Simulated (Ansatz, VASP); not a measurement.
Given: the input of a run of Ansatz 0.2.0 on MgI2.

input.yaml

```yaml
crystal:
  lattice:
    - [4.14, 0.0, 0.0]
    - [-2.07, 3.5853451717, 0.0]
    - [0.0, 0.0, 6.88]
  atoms:
    - { symbol: I, position: [0.6666666667, 0.3333333333, 0.75] }
    - { symbol: I, position: [0.3333333333, 0.6666666667, 0.25] }
    - { symbol: Mg, position: [0.0, 0.0, 0.0] }
hamiltonian:
  xc: pbesol
  pseudopotentials: { kind: paw }
kpoints:
  mp_grid: { grid: [8, 8, 4] }
scf:
  occupations: { method: fermi_dirac, width: 0.05 }
output:
  forces: true
  stress: true
  eigenvalues: true
```

Potentials or basis: Ansatz PAW.

Run with:

```sh
$ ansatz run input.yaml --threads 2 --pin off --max-ram 5632MiB --backend cpu --events-out ev --progress --plain --runs-dir out
```

Translate it to VASP 6.6.1. Potentials there: VASP PAW PBE potentials, release 64 (I, Mg).

As run (the cutoff follows the program's own potentials):

Contents of INCAR:

```
PREC = Accurate ; ENCUT = 520
EDIFF = 1E-7 ; ISMEAR = -1
SIGMA = 0.05 ; LREAL = False
LASPH = True ; NELM = 80
ALGO = Normal ; ISIF = 2
LWAVE = False ; LCHARG = False
GGA = PS ; NBANDS = 15
```

The input KPOINTS:

```
regular mesh
0
Gamma
  8 8 4
```

Contents of POSCAR:

```
MgI2
1.0
    4.1400000000      0.0000000000      0.0000000000
   -2.0700000000      3.5853451717      0.0000000000
    0.0000000000      0.0000000000      6.8800000000
I Mg
2 1
Direct
    0.6666666667      0.3333333333      0.7500000000
    0.3333333333      0.6666666667      0.2500000000
    0.0000000000      0.0000000000      0.0000000000
```

Potentials or basis: VASP PAW PBE potentials, release 64 (I, Mg).

Launch:

```bash
$ cat potpaw_PBE.64/I/POTCAR potpaw_PBE.64/Mg/POTCAR > POTCAR
$ mpirun -np 1 vasp_std > vasp.out
```

Both were run:

|  | VASP | Ansatz | Ansatz less VASP |
| --- | --- | --- | --- |
| gap on the k mesh at the Fermi level (eV) | 3.42 | 3.44 | +0.011 |
| least direct gap on the mesh (eV) | 3.51 | 3.52 | +0.008 |
| pressure (GPa) | -0.8 | -0.8 | +0.03 |
| largest component of the traceless stress (GPa) | 0.29 | 0.30 | +0.004 |
| rms of the force components (eV/Å) | 0.141 | 0.139 | -0.0023 |

Atom by atom the forces differ by 0.002 eV/Å (rms over components). The functional is the same, so the differences come from potentials, cutoffs and numerics. The two sets of potentials don't hold the same shells in valence.

Caveats: spin-orbit coupling is left out, which moves the levels of the heavy elements; the cell's inner coordinates are idealised or old, which leaves forces on the atoms; this functional lacks dispersion, which binds the layers, so the pressure and a relaxed spacing across them are unreliable; the PAW data sets were made with another functional, which shifts forces and pressure a little (VASP); the PAW data sets come from PBE, with cores solved anew for the run's functional, which leaves a small shift of forces and pressure (Ansatz). A k mesh can miss the band edges. Expect the measured gap to be larger: semilocal functionals such as PBEsol lack the derivative discontinuity.
